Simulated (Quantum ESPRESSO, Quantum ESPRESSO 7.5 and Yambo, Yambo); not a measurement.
# CdSe (Cadmoselite): G0W0 with Yambo, start to end

How does a plane-wave GW calculation on CdSe (Cadmoselite) run from the first input to the gap?

Main program and level: Quantum ESPRESSO 7.5 and Yambo 5.3.0; PBE and many-body steps on it, plane waves.

The database entry behind the starting cell differs from later determinations by our own check (inner coordinate of an old entry), so it need not match the best structure at ambient conditions.

## 1. The structure

The structure is hexagonal, space group P6_3mc (No. 186). The conventional cell has a = 4.300 Å, b = 4.300 Å, c = 7.020 Å, α = 90.00°, β = 90.00°, γ = 120.00°. Nearest to Cd lie 4 Se at 2.61 to 2.70 Å. Nearest to Se lie 4 Cd at 2.61 to 2.70 Å. Farther neighbours and most contacts between anions are not listed.

The cell and positions come from the Crystallography Open Database and are kept as given unless a step says otherwise.

## 2. Ground state

This step: Quantum ESPRESSO 7.5; DFT, PBE, plane waves, norm-conserving pseudopotentials.

The ground-state density comes first.

Contents of pw.in:

```
&control
  calculation = 'scf'
  prefix = 'x'
  outdir = 'o'
  pseudo_dir = 'pseudo'
/
&system
  ibrav = 0
  nat = 4
  ntyp = 2
  ecutwfc = 104.0
  nbnd = 50
  force_symmorphic = .true.
/
&electrons
  conv_thr = 1e-10
  electron_maxstep = 80
  mixing_beta = 0.5
/
ATOMIC_SPECIES
  Cd 112.41 Cd.upf
  Se 78.971 Se.upf
CELL_PARAMETERS angstrom
  4.3000000000 -0.0000000000 0.0000000000
  -2.1500000000 3.7239092363 0.0000000000
  0.0000000000 0.0000000000 7.0200000000
ATOMIC_POSITIONS crystal
  Cd 0.3333333333 0.6666666667 0.0000000000
  Cd 0.6666666667 0.3333333333 0.5000000000
  Se 0.3333333333 0.6666666667 0.3850000000
  Se 0.6666666667 0.3333333333 0.8850000000
K_POINTS automatic
  6 6 4 0 0 0
```

Run with:

```
$ OMP_NUM_THREADS=1 mpirun -n 16 pw.x -nk 8 -in pw.in > pw.out
```

The log of the run:

```text
Program PWSCF v.7.5 starts

     This program is part of the open-source Quantum ESPRESSO suite
     for quantum simulation of materials; please cite
         "P. Giannozzi et al., J. Phys.:Condens. Matter 21 395502 (2009);
         "P. Giannozzi et al., J. Phys.:Condens. Matter 29 465901 (2017);
         "P. Giannozzi et al., J. Chem. Phys. 152 154105 (2020);
     in publications or presentations arising from this work. More details at
     Message from routine setup:
     using ibrav=0 with symmetry is DISCOURAGED, use correct ibrav instead

     bravais-lattice index     =            0
     lattice parameter (alat)  =       8.1258  a.u.
     unit-cell volume          =     758.5798 (a.u.)^3
     number of atoms/cell      =            4
     number of atomic types    =            2
     number of electrons       =        88.00
     number of Kohn-Sham states=           50
     kinetic-energy cutoff     =     104.0000  Ry
     charge density cutoff     =     416.0000  Ry
     scf convergence threshold =      1.0E-10
     mixing beta               =       0.5000
     number of iterations used =            8  plain     mixing
     Exchange-correlation= PBE
                           (   1   4   3   4   0   0   0)

     celldm(1)=   8.125822  celldm(2)=   0.000000  celldm(3)=   0.000000
     celldm(4)=   0.000000  celldm(5)=   0.000000  celldm(6)=   0.000000

     crystal axes: (cart. coord. in units of alat)
               a(1) = (   1.000000  -0.000000   0.000000 )
               a(2) = (  -0.500000   0.866025   0.000000 )
               a(3) = (   0.000000   0.000000   1.632558 )

     reciprocal axes: (cart. coord. in units 2 pi/alat)
               b(1) = (  1.000000  0.577350 -0.000000 )
               b(2) = (  0.000000  1.154701 -0.000000 )
               b(3) = ( -0.000000 -0.000000  0.612536 )
     Pseudo is Norm-conserving + core correction, Zval = 20.0
     Generated using ONCVPSP code by D. R. Hamann
     Using radial grid of 1368 points,  6 beta functions with:
     Pseudo is Norm-conserving + core correction, Zval = 24.0
     Generated using ONCVPSP code by D. R. Hamann
     Using radial grid of 1214 points,  6 beta functions with:
     Cd               20.00   112.41000     Cd( 1.00)
     Se               24.00    78.97100     Se( 1.00)

      6 Sym. Ops. (no inversion) found

   Cartesian axes

     site n.     atom                  positions (alat units)
         1        Cd     tau(   1) = (  -0.0000000   0.5773503   0.0000000  )
         2        Cd     tau(   2) = (   0.5000000   0.2886751   0.8162791  )
         3        Se     tau(   3) = (  -0.0000000   0.5773503   0.6285349  )
         4        Se     tau(   4) = (   0.5000000   0.2886751   1.4448140  )

     number of k points=    24
                       cart. coord. in units 2pi/alat
        k(    1) = (   0.0000000   0.0000000   0.0000000), wk =   0.0138889
        k(    2) = (   0.0000000   0.0000000   0.1531339), wk =   0.0277778
        k(    3) = (   0.0000000   0.0000000  -0.3062678), wk =   0.0138889
        k(    4) = (   0.0000000   0.1924501   0.0000000), wk =   0.0833333
        k(    5) = (   0.0000000   0.1924501   0.1531339), wk =   0.0833333
        k(    6) = (   0.0000000   0.1924501  -0.3062678), wk =   0.0833333
        k(    7) = (   0.0000000   0.3849002   0.0000000), wk =   0.0833333
        k(    8) = (   0.0000000   0.3849002   0.1531339), wk =   0.0833333
        k(    9) = (   0.0000000   0.3849002  -0.3062678), wk =   0.0833333
        k(   10) = (   0.0000000  -0.5773503   0.0000000), wk =   0.0416667
     [... 12 further rows ...]
        k(   23) = (   0.0000000  -0.3849002   0.1531339), wk =   0.0833333
        k(   24) = (  -0.1666667  -0.4811252   0.1531339), wk =   0.1666667

     Dense  grid:   108753 G-vectors     FFT dimensions: (  54,  54,  90)

     Initial potential from superposition of free atoms

     starting charge      87.9994, renormalised to      88.0000
     Starting wfcs are   46 randomized atomic wfcs +    4 random wfcs

     per-process dynamical memory:    54.9 Mb

     Self-consistent Calculation

     iteration #  1     ecut=   104.00 Ry     beta= 0.50

     Threshold (ethr) on eigenvalues was too large:
     Diagonalizing with lowered threshold

     total energy              =   -2054.51690755 Ry
     estimated scf accuracy    <       0.17130251 Ry

     iteration #  2     ecut=   104.00 Ry     beta= 0.50

     total energy              =   -2054.55846955 Ry
     estimated scf accuracy    <       0.01663850 Ry

     iteration #  3     ecut=   104.00 Ry     beta= 0.50

     total energy              =   -2054.56097699 Ry
     estimated scf accuracy    <       0.00179088 Ry

     iteration #  4     ecut=   104.00 Ry     beta= 0.50

     total energy              =   -2054.56113495 Ry
     estimated scf accuracy    <       0.00010014 Ry

     iteration #  5     ecut=   104.00 Ry     beta= 0.50

     total energy              =   -2054.56114284 Ry
     estimated scf accuracy    <       0.00001036 Ry

     iteration #  6     ecut=   104.00 Ry     beta= 0.50

     total energy              =   -2054.56114460 Ry
     estimated scf accuracy    <       0.00000054 Ry

     iteration #  7     ecut=   104.00 Ry     beta= 0.50

     total energy              =   -2054.56114477 Ry
     estimated scf accuracy    <       0.00000016 Ry

     iteration #  8     ecut=   104.00 Ry     beta= 0.50

     total energy              =   -2054.56114475 Ry
     estimated scf accuracy    <       0.00000006 Ry

     iteration #  9     ecut=   104.00 Ry     beta= 0.50

     total energy              =   -2054.56114476 Ry
     estimated scf accuracy    <          5.9E-10 Ry

     iteration # 10     ecut=   104.00 Ry     beta= 0.50

     total energy              =   -2054.56114476 Ry
     estimated scf accuracy    <          2.9E-10 Ry

     iteration # 11     ecut=   104.00 Ry     beta= 0.50

     End of self-consistent calculation

          k = 0.0000 0.0000 0.0000 ( 13573 PWs)   bands (ev):

  -198.9189-198.9189-138.3998-138.3998-138.3998-138.3998-138.3897-138.3897
   -93.5845 -93.5845 -54.6483 -54.6480 -54.6454 -54.6454 -54.6454 -54.6454
   -38.5755 -38.5755 -38.5755 -38.5755 -38.5630 -38.5630 -38.5629 -38.5629
   -38.5620 -38.5619  -4.4996  -4.1327   0.1628   0.1628   0.2184   0.2184
     0.2249   0.5199   0.5199   0.5842   0.5842   0.8650   3.8603   7.3769
     7.3769   8.0811   8.0927   8.0927   8.7964  10.2156  13.9844  13.9844
    14.2396  15.0957

          k = 0.0000 0.0000 0.1531 ( 13603 PWs)   bands (ev):

  -198.9189-198.9189-138.3998-138.3998-138.3998-138.3998-138.3897-138.3897
   -93.5845 -93.5845 -54.6482 -54.6480 -54.6454 -54.6454 -54.6454 -54.6454
   -38.5755 -38.5755 -38.5755 -38.5755 -38.5630 -38.5630 -38.5629 -38.5629
   -38.5620 -38.5619  -4.4455  -4.1856   0.1689   0.1689   0.2082   0.2082
     0.2663   0.5311   0.5311   0.5765   0.5765   0.6861   4.3662   6.9243
     7.4747   7.4747   7.9800   7.9800   9.8218  10.3197  13.7950  14.0665
    14.0665  14.8213

          k = 0.0000 0.0000-0.3063 ( 13604 PWs)   bands (ev):

  -198.9189-198.9189-138.3998-138.3998-138.3998-138.3998-138.3897-138.3897
   -93.5845 -93.5845 -54.6481 -54.6481 -54.6454 -54.6454 -54.6454 -54.6454
   -38.5755 -38.5755 -38.5755 -38.5755 -38.5630 -38.5630 -38.5630 -38.5630
   -38.5620 -38.5620  -4.3150  -4.3150   0.1865   0.1865   0.1865   0.1865
     0.4168   0.4168   0.5555   0.5555   0.5555   0.5555   5.5294   5.5294
     7.7200   7.7200   7.7200   7.7200  10.4329  10.4329  13.9200  13.9200
    14.3598  14.3598

          k = 0.0000 0.1925 0.0000 ( 13569 PWs)   bands (ev):

     [... further k-points ...]

     highest occupied, lowest unoccupied level (ev):     8.0927    8.7964

!    total energy              =   -2054.56114476 Ry
     estimated scf accuracy    <          1.2E-11 Ry

     The total energy is the sum of the following terms:
     one-electron contribution =   -1773.19761598 Ry
     hartree contribution      =     842.21876600 Ry
     xc contribution           =    -212.37205188 Ry
     ewald contribution        =    -911.21024290 Ry

     convergence has been achieved in  11 iterations

     XML data file, charge density, pseudopotentials, collected wavefunctions

=------------------------------------------------------------------------------=
   JOB DONE.
=------------------------------------------------------------------------------=
```

Wall time 25 s (16 MPI ranks of Arm Neoverse V2, shared host); peak memory 1.8 GiB.

This step gave:

| Quantity | Value |
| --- | --- |
| total energy | -27953.7284 eV |
| gap | 0.7038 eV |
| k of the valence top | 0, 0, 0 |
| k of the conduction bottom | 0, 0, 0 |
| least direct gap | 0.7038 eV |

The gap is direct, at Γ.

## 3. Bands along the symmetry lines

The cheap functional maps the bands first; the places of the edges decide which points the dearer methods must see.

Contents of pw.in:

```
&control
  calculation = 'bands'
  prefix = 'x'
  outdir = 'o'
  pseudo_dir = 'pseudo'
/
&system
  ibrav = 0
  nat = 4
  ntyp = 2
  ecutwfc = 104.0
  nbnd = 50
  force_symmorphic = .true.
/
&electrons
  conv_thr = 1e-9
  electron_maxstep = 80
  diago_full_acc = .true.
  diago_thr_init = 5e-6
/
ATOMIC_SPECIES
  Cd 112.41 Cd.upf
  Se 78.971 Se.upf
CELL_PARAMETERS angstrom
  4.3000000000 -0.0000000000 0.0000000000
  -2.1500000000 3.7239092363 0.0000000000
  0.0000000000 0.0000000000 7.0200000000
ATOMIC_POSITIONS crystal
  Cd 0.3333333333 0.6666666667 0.0000000000
  Cd 0.6666666667 0.3333333333 0.5000000000
  Se 0.3333333333 0.6666666667 0.3850000000
  Se 0.6666666667 0.3333333333 0.8850000000
K_POINTS crystal
  75
  0.00000000 0.00000000 0.00000000 1
  0.06250000 0.00000000 0.00000000 1
  0.12500000 0.00000000 0.00000000 1
  0.18750000 0.00000000 0.00000000 1
  0.25000000 0.00000000 0.00000000 1
  0.31250000 0.00000000 0.00000000 1
  0.37500000 0.00000000 0.00000000 1
  0.43750000 0.00000000 0.00000000 1
  0.50000000 0.00000000 0.00000000 1
  0.47916667 0.04166667 0.00000000 1
  0.45833333 0.08333333 0.00000000 1
  0.43750000 0.12500000 0.00000000 1
  0.41666666 0.16666666 0.00000000 1
  0.39583333 0.20833333 0.00000000 1
  0.37500000 0.25000000 0.00000000 1
  0.35416666 0.29166666 0.00000000 1
  0.33333333 0.33333333 0.00000000 1
  0.29166666 0.29166666 0.00000000 1
  0.25000000 0.25000000 0.00000000 1
  0.20833333 0.20833333 0.00000000 1
  0.16666666 0.16666666 0.00000000 1
  0.12500000 0.12500000 0.00000000 1
  0.08333333 0.08333333 0.00000000 1
  0.04166667 0.04166667 0.00000000 1
  0.00000000 0.00000000 0.00000000 1
  0.00000000 0.00000000 0.06250000 1
  0.00000000 0.00000000 0.12500000 1
  0.00000000 0.00000000 0.18750000 1
  0.00000000 0.00000000 0.25000000 1
  0.00000000 0.00000000 0.31250000 1
  0.00000000 0.00000000 0.37500000 1
  0.00000000 0.00000000 0.43750000 1
  0.00000000 0.00000000 0.50000000 1
  0.06250000 0.00000000 0.50000000 1
  0.12500000 0.00000000 0.50000000 1
  0.18750000 0.00000000 0.50000000 1
  0.25000000 0.00000000 0.50000000 1
  0.31250000 0.00000000 0.50000000 1
  0.37500000 0.00000000 0.50000000 1
  0.43750000 0.00000000 0.50000000 1
  0.50000000 0.00000000 0.50000000 1
  0.47916667 0.04166667 0.50000000 1
  0.45833333 0.08333333 0.50000000 1
  0.43750000 0.12500000 0.50000000 1
  0.41666666 0.16666666 0.50000000 1
  0.39583333 0.20833333 0.50000000 1
  0.37500000 0.25000000 0.50000000 1
  0.35416666 0.29166666 0.50000000 1
  0.33333333 0.33333333 0.50000000 1
  0.29166666 0.29166666 0.50000000 1
  0.25000000 0.25000000 0.50000000 1
  0.20833333 0.20833333 0.50000000 1
  0.16666666 0.16666666 0.50000000 1
  0.12500000 0.12500000 0.50000000 1
  0.08333333 0.08333333 0.50000000 1
  0.04166667 0.04166667 0.50000000 1
  0.00000000 0.00000000 0.50000000 1
  0.50000000 0.00000000 0.50000000 1
  0.50000000 0.00000000 0.43750000 1
  0.50000000 0.00000000 0.37500000 1
  0.50000000 0.00000000 0.31250000 1
  0.50000000 0.00000000 0.25000000 1
  0.50000000 0.00000000 0.18750000 1
  0.50000000 0.00000000 0.12500000 1
  0.50000000 0.00000000 0.06250000 1
  0.50000000 0.00000000 0.00000000 1
  0.33333333 0.33333333 0.50000000 1
  0.33333333 0.33333333 0.43750000 1
  0.33333333 0.33333333 0.37500000 1
  0.33333333 0.33333333 0.31250000 1
  0.33333333 0.33333333 0.25000000 1
  0.33333333 0.33333333 0.18750000 1
  0.33333333 0.33333333 0.12500000 1
  0.33333333 0.33333333 0.06250000 1
  0.33333333 0.33333333 0.00000000 1
```

Run with:

```
$ OMP_NUM_THREADS=1 mpirun -n 16 pw.x -nk 16 -in pw.in > pw.out
```

The log of the run:

```text
[banner, memory and clock lines left out]
Program PWSCF v.7.5 starts

     Atomic positions and unit cell read from directory:
     o/x.save/

     Message from routine setup:
     using ibrav=0 with symmetry is DISCOURAGED, use correct ibrav instead

     G-vector sticks info

     bravais-lattice index     =            0
     lattice parameter (alat)  =       8.1258  a.u.
     unit-cell volume          =     758.5798 (a.u.)^3
     number of atoms/cell      =            4
     number of atomic types    =            2
     number of electrons       =        88.00
     number of Kohn-Sham states=           50
     kinetic-energy cutoff     =     104.0000  Ry
     charge density cutoff     =     416.0000  Ry
     Exchange-correlation= PBE
                           (   1   4   3   4   0   0   0)

     celldm(1)=   8.125822  celldm(2)=   0.000000  celldm(3)=   0.000000
     celldm(4)=   0.000000  celldm(5)=   0.000000  celldm(6)=   0.000000

     crystal axes: (cart. coord. in units of alat)
               a(1) = (   1.000000  -0.000000   0.000000 )
               a(2) = (  -0.500000   0.866025   0.000000 )
               a(3) = (   0.000000   0.000000   1.632558 )

     reciprocal axes: (cart. coord. in units 2 pi/alat)
               b(1) = (  1.000000  0.577350 -0.000000 )
               b(2) = (  0.000000  1.154701 -0.000000 )
               b(3) = ( -0.000000 -0.000000  0.612536 )
     Pseudo is Norm-conserving + core correction, Zval = 20.0
     Generated using ONCVPSP code by D. R. Hamann
     Using radial grid of 1368 points,  6 beta functions with:
     Pseudo is Norm-conserving + core correction, Zval = 24.0
     Generated using ONCVPSP code by D. R. Hamann
     Using radial grid of 1214 points,  6 beta functions with:
     Cd               20.00   112.41000     Cd( 1.00)
     Se               24.00    78.97100     Se( 1.00)

      6 Sym. Ops. (no inversion) found

   Cartesian axes

     site n.     atom                  positions (alat units)
         1        Cd     tau(   1) = (  -0.0000000   0.5773503   0.0000000  )
         2        Cd     tau(   2) = (   0.5000000   0.2886751   0.8162791  )
         3        Se     tau(   3) = (  -0.0000000   0.5773503   0.6285349  )
         4        Se     tau(   4) = (   0.5000000   0.2886751   1.4448140  )

     number of k points=    75
                       cart. coord. in units 2pi/alat
        k(    1) = (   0.0000000   0.0000000   0.0000000), wk =   0.0266667
        k(    2) = (   0.0625000   0.0360844   0.0000000), wk =   0.0266667
        k(    3) = (   0.1250000   0.0721688   0.0000000), wk =   0.0266667
[...]
[... 63 further rows ...]
        k(   74) = (   0.3333333   0.5773503   0.0382835), wk =   0.0266667
        k(   75) = (   0.3333333   0.5773503   0.0000000), wk =   0.0266667

     Dense  grid:   108753 G-vectors     FFT dimensions: (  54,  54,  90)

     The potential is recalculated from file :
     o/x.save/charge-density

     Starting wfcs are   46 randomized atomic wfcs +    4 random wfcs

     Band Structure Calculation

     End of band structure calculation

          k = 0.0000 0.0000 0.0000 ( 13573 PWs)   bands (ev):

  -198.9189-198.9189-138.3998-138.3998-138.3998-138.3998-138.3898-138.3898
   -93.5845 -93.5845 -54.6483 -54.6480 -54.6454 -54.6454 -54.6454 -54.6454
   -38.5755 -38.5755 -38.5755 -38.5755 -38.5630 -38.5630 -38.5629 -38.5629
   -38.5620 -38.5619  -4.4996  -4.1327   0.1628   0.1628   0.2184   0.2184
[...]
14.2396  15.0957

          k = 0.0625 0.0361 0.0000 ( 13585 PWs)   bands (ev):

  -198.9189-198.9189-138.3998-138.3998-138.3998-138.3998-138.3898-138.3898
[...]
14.3064  14.9957

          k = 0.1250 0.0722 0.0000 ( 13563 PWs)   bands (ev):

  -198.9189-198.9189-138.3998-138.3998-138.3998-138.3998-138.3898-138.3898
[...]
14.3939  14.8512

[...]
k = 0.3333 0.5774 0.0383 ( 13617 PWs)   bands (ev):

  -198.9189-198.9189-138.3998-138.3998-138.3998-138.3998-138.3898-138.3898
[...]
15.0302  15.1744

          k = 0.3333 0.5774 0.0000 ( 13611 PWs)   bands (ev):

  -198.9189-198.9189-138.3998-138.3998-138.3998-138.3998-138.3898-138.3898
[...]
0.5118   0.5118   0.5145   0.5684   0.9672   0.9672   4.2513   4.2513
     5.0318   6.3061   6.3061   6.3135  12.4928  12.8946  12.8946  15.1526
    15.1526  15.1865

     XML data file, pseudopotentials, collected wavefunctions
```

It took 15 s on 16 MPI ranks; peak memory 2.4 GiB; 4.1 min of CPU time.

Numbers from this step:

- gap: 0.7038 eV
- k of the valence top: 0, 0, 0
- k of the conduction bottom: 0, 0, 0
- least direct gap: 0.7038 eV

The gap is 0.704 eV, as in the run before at this level.

The electronic bands at the labelled points (eV, zero at the top of the highest filled band):

```
    point  band 41  band 42  band 43  band 44  band 45  band 46  band 47  band 48
        Γ    -0.72    -0.01     0.00     0.00     0.70     2.12     5.89     5.89
  halfway    -2.17    -1.34    -0.44    -0.43     2.62     3.45     5.21     5.90
        M    -2.56    -1.85    -1.24    -0.83     3.23     3.32     4.81     6.16
  halfway    -2.65    -2.14    -1.40    -1.32     3.94     4.26     4.68     6.14
        K    -3.06    -1.79    -1.79    -1.78     4.40     4.80     4.80     7.06
  halfway    -2.48    -1.69    -0.76    -0.56     3.06     4.08     5.16     5.53
        Γ    -0.72    -0.01     0.00     0.00     0.70     2.12     5.89     5.89
  halfway    -0.62    -0.62    -0.11    -0.11     1.73     2.23     5.70     5.97
        A    -0.37    -0.37    -0.37    -0.37     2.34     2.34     5.83     5.83
  halfway    -1.34    -1.34    -0.91    -0.91     3.40     3.40     4.98     4.98
        L    -1.38    -1.38    -1.29    -1.29     3.00     3.00     4.79     4.79
  halfway    -2.02    -2.02    -1.12    -1.12     3.51     3.51     5.25     5.25
        H    -2.48    -2.48    -1.05    -1.05     3.80     3.80     5.93     5.93
  halfway    -1.37    -1.37    -1.21    -1.21     3.77     3.77     4.97     4.97
        A    -0.37    -0.37    -0.37    -0.37     2.34     2.34     5.83     5.83
jump to L    -1.38    -1.38    -1.29    -1.29     3.00     3.00     4.79     4.79
  halfway    -2.09    -1.72    -1.06    -1.00     2.84     3.37     5.15     5.20
        M    -2.56    -1.85    -1.24    -0.83     3.23     3.32     4.81     6.16
jump to H    -2.48    -2.48    -1.05    -1.05     3.80     3.80     5.93     5.93
  halfway    -2.90    -2.00    -1.42    -1.42     4.33     4.33     4.85     6.40
        K    -3.06    -1.79    -1.79    -1.78     4.40     4.80     4.80     7.06
```

[end of part 1 of 3]

[Paths, hosts, dates, memory and timing lines, banners, echoed tables and standing remarks are left out of the program output.]

[Logs are printed without paths, hosts, clocks, repeated set-up lines and the standing remarks that a program may print on its own settings, such as how far it seeks lower states.]

[Runs of the session that timed out or met a known fault of the program may be left out.]

[Hosts, paths, dates, database ids (printed as entryN), source tags and the programs' standing remarks are cut or masked in the printed files.]
